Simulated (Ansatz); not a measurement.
# Mg90Zn6O96: the cost of one run

Program: Ansatz 0.2.0, PAW, plane waves. These are calculated values, not measurements.

## Step 1: The starting cell

192 atoms (90 Mg, 6 Zn, 96 O); a = 13.190 Å, b = 17.135 Å, c = 10.072 Å, α = 90.00°, β = 90.00°, γ = 90.00°. All atoms were shaken off their sites by about 0.02 Å along each axis; atoms next to an added one may be pushed further to make room.

The runs, in order: (2) PBEsol cell relaxation at the single k point (½, ½, ½), on 1 × NVIDIA GB200 with 8 threads of Arm Neoverse-V2; (3) HSE06 single point at the Γ point alone, on 1 × NVIDIA GB200 with 8 threads of Arm Neoverse-V2.

## Step 2: Relaxing cell and atoms with PBEsol

in.yaml

```yaml
crystal:
  lattice:
    - [13.190473, 0.000000, 0.000000]
    - [0.000000, 17.134927, 0.000000]
    - [0.000000, 0.000000, 10.072410]
  atoms:
    - { symbol: Mg, position: [0.126429, 0.055596, 0.242815] }
    - { symbol: Mg, position: [0.125518, 0.055487, 0.746984] }
    - { symbol: Mg, position: [0.999132, 0.221805, 0.242380] }
    - { symbol: Mg, position: [0.998372, 0.224862, 0.743759] }
    # ... 188 atom lines left out here ...
kpoints:
  mp_grid: { grid: [1, 1, 1], shift: [0.5, 0.5, 0.5] }
hamiltonian:
  xc: pbesol
scf:
  occupations: { method: fermi_dirac, width: 0.01 }
relax:
  f_tol: 0.03
  max_steps: 80
  escape_saddle: false
  adjacent_minimum: "off"
  cell: { fix: [alpha, beta, gamma] }
output:
  forces: true
  eigenvalues: true
  populations: true
```

On the command line:

```console
> ansatz run in.yaml --threads 8 --pin off --max-ram 118750MiB --runs-dir r --events-out ev --progress --plain --backend cuda --devices 0, --max-vram 170GiB
```

What time and memory should one allow on 1 × NVIDIA GB200 with 8 threads of Arm Neoverse-V2, shared host?

About 7 s, with a peak of 2.6 GiB on the host.
